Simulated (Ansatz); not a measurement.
Records of electronic-structure calculations.

## Quasiparticle gap of GaN (P6_3mc)

It takes space group P6_3mc (No. 186, hexagonal). Conventional cell: a = 3.180 Å, b = 3.180 Å, c = 5.166 Å, α = 90.00°, β = 90.00°, γ = 120.00°. Nearest to Ga lie 4 N at 1.94 to 1.95 Å. N has 4 Ga at 1.94 to 1.95 Å nearest. Farther neighbours and most contacts between anions are not listed.

```
method                                               : G0W0 on HSE06, plane waves, PAW (and 1 further level or step)
program                                              : Ansatz 0.2.0
settings of one run                                  : cutoff 420 eV, 6×6×4 k-mesh, default PAW, empty bands 135, screening cutoff 120 eV, screening contour deformation, QP bands (v2, c2)
cost                                                 : 2 runs, 58 s in all on 1 × NVIDIA H100 80GB HBM3 (shared by 6 runs) with 3 threads of AMD EPYC 7R13 (Zen 3), shared host (the runs of this entry)
notes                                                : The database entry behind the starting cell differs from later determinations by our own check (about 0.3 % short, ideal inner coordinate). In doubt: masses and optical values from hybrid runs of this build are listed as unsure (in some of the runs), which bears on the screening that GW takes from such a start. The cell and positions come from the Crystallography Open Database and are kept as given unless a step says otherwise. Limits: no spin-orbit coupling.
HSE06 gap over mesh and listed points                : 3.233 eV, direct, at k = Γ
G0W0@HSE06 gap over 15 of 21 irreducible mesh points : 3.695 eV, direct, at k = Γ
GW settings                                          : 6×6×4 mesh, 135 empty bands, screening to 120 eV
known limits                                         : finite bands, screening cutoff and k mesh; no spin-orbit coupling in G0W0; d shells not analysed
```

Over 15 of 21 irreducible mesh points the G0W0 gap is 3.695 eV, direct, at k = Γ. The HSE06 gap of this run on the mesh is 3.233 eV. The two states that bound the G0W0 gap lie that far apart at the start, so the correction of the gap is 3.695 − 3.233 = +0.462 eV. The valence state moves by 9.004 − 9.019 = −0.015 eV and the conduction state by 12.699 − 12.252 = +0.447 eV, on the run's own scale; how far single levels stand from their limit in bands is not shown.

[Paths, hosts, dates, memory and timing lines, banners, echoed tables and standing remarks are left out of the program output.]

[Logs are printed without paths, hosts, clocks, repeated set-up lines and the standing remarks that a program may print on its own settings, such as how far it seeks lower states.]

[Runs of the session that timed out or met a known fault of the program may be left out.]

[Cells called generated may have been cut or substituted from an entry of the Crystallography Open Database or the Materials Project.]

[Hosts, paths, dates, database ids (printed as entryN), source tags and the programs' standing remarks are cut or masked in the printed files.]
